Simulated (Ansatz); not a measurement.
# NaF (Fm-3m): G0W0 and the choice of datasets

```yaml
crystal:
  lattice:
    - [0.00000, 2.28000, 2.28000]
    - [2.28000, 0.00000, 2.28000]
    - [2.28000, 2.28000, 0.00000]
  atoms:
    - { symbol: Na, position: [0.00000, 0.00000, 0.00000] }
    - { symbol: F, position: [0.50000, 0.50000, 0.50000] }
```

Held fixed (Ansatz):

```json
{
  "orbitals": "PBE",
  "k mesh": "4×4×4",
  "empty bands": "153",
  "response cutoff": "200 eV",
  "frequencies": "plasmon pole, fitted at 0 and 21.57i eV",
  "q → 0 term": "analytic weight of Carrier, Rohra and Görling",
  "band sums": "cut at the band count"
}
```

The gap is read direct at Γ, linearised, between the Kohn-Sham band edges among the points solved. The direct gap is read between the top filled and lowest empty Kohn-Sham band at Γ. ε∞ is the electronic dielectric constant on this mesh.

```tsv
datasets, wave cutoff	KS gap (eV)	G0W0 gap (eV)	direct at Γ (eV)	ε∞
all-electron, 3300 eV	6.58	?	?	?
hard PAW, 700 eV	6.58	10.87	10.87	1.8
hand-made PAW, accurate, 1300 eV	6.58	10.88	10.88	1.8
hand-made PAW, 1050 eV	6.58	10.88	10.88	1.8
JTH PAW, 700 eV	6.56	10.85	10.85	1.8
soft PAW (1st gen.), 420 eV	6.58	10.87	10.87	1.8
norm-conserving, 1320 eV	6.57	10.63	10.63	1.8
```

Question: Fill in the row for all-electron, 3300 eV.

Answer: G0W0 gap 10.87 eV, direct at Γ 10.87 eV, ε∞ 1.8.

The cell is a model at fixed atoms and needn't be the relaxed known crystal. Soft PAW datasets can miss an all-electron G0W0 gap by more than 5 %. With norm-conserving pseudopotentials the core–valence exchange is only approximate, which can shift gaps by tenths of an eV and RPA lattice constants by most of a per cent. The mesh is coarse, so these are values at the stated settings, not converged ones. Band sums or response are cut, so the gap isn't at its basis limit.
